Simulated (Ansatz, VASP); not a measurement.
CoSi2 (lda): VASP beside Ansatz

Contents of INCAR:

```
SYSTEM = CoSi2
PREC = Accurate
ENCUT = 600
EDIFF = 1E-6
ISMEAR = 0
SIGMA = 0.1
LREAL = .False.
LASPH = .True.
NELM = 100
ALGO = Fast
ISIF = 3
LWAVE = .False.
LCHARG = .False.
GGA = CA
IBRION = 2
NSW = 100
EDIFFG = -0.002
```

Contents of KPOINTS:

```
regular mesh
0
Gamma
  14 14 14
  0 0 0
```

File POSCAR:

```
CoSi2
1.0
    0.0000000000      2.6358306866      2.6358306866
    2.6358306866      0.0000000000      2.6358306866
    2.6358306866      2.6358306866      0.0000000000
Co Si
1 2
Direct
    0.0000000000      0.0000000000      0.0000000000
    0.2500000000      0.2500000000      0.2500000000
    0.7500000000      0.7500000000      0.7500000000
```

Input for Ansatz:

```yaml
crystal:
  lattice:
    - [0.0, 2.6358306866, 2.6358306866]
    - [2.6358306866, 0.0, 2.6358306866]
    - [2.6358306866, 2.6358306866, 0.0]
  atoms:
    - { symbol: Co, position: [0.0, 0.0, 0.0] }
    - { symbol: Si, position: [0.25, 0.25, 0.25] }
    - { symbol: Si, position: [0.75, 0.75, 0.75] }
basis:
  ecutwfc: 420
kpoints:
  mp_grid: { grid: [14, 14, 14] }
hamiltonian:
  xc: lda
scf:
  occupations: { method: gaussian, width: 0.1 }
output:
  forces: true
  stress: true
  eigenvalues: true
relax:
  adjacent_minimum: "off"
  f_tol: 0.002
  max_steps: 80
  cell: { stress_tol: 0.02 }
```

Alike in both runs: task relaxation of cell and atoms; functional LDA; k mesh 14 × 14 × 14; occupations gaussian, width 0.1 eV; no spin polarisation.

|  | VASP | Ansatz |
| --- | --- | --- |
| version | VASP 6.6.1 | Ansatz 0.2.0 |
| potentials or method | VASP PAW LDA potentials, release 64 (Co, Si) | scalar-relativistic, plane waves, PAW |
| plane-wave cutoff (eV) | 600 | 420 |
| valence electrons in the cell | 17 | 25 |

```csv
,VASP,Ansatz,Ansatz less VASP
"gap on the k mesh at the Fermi level, each at its own relaxed structure (eV)",none,none,-
relaxed volume (Å³/atom),12.24,12.22,-0.017
relaxed cell length with the largest relative difference (Å),3.731,3.729,-0.0017
```

A gap of «none» marks a metal or a gap that the smearing closes. The two sets of potentials don't hold the same shells in valence.

Spin polarisation is off, so any magnetic state and its effect on volume and gap are missing.
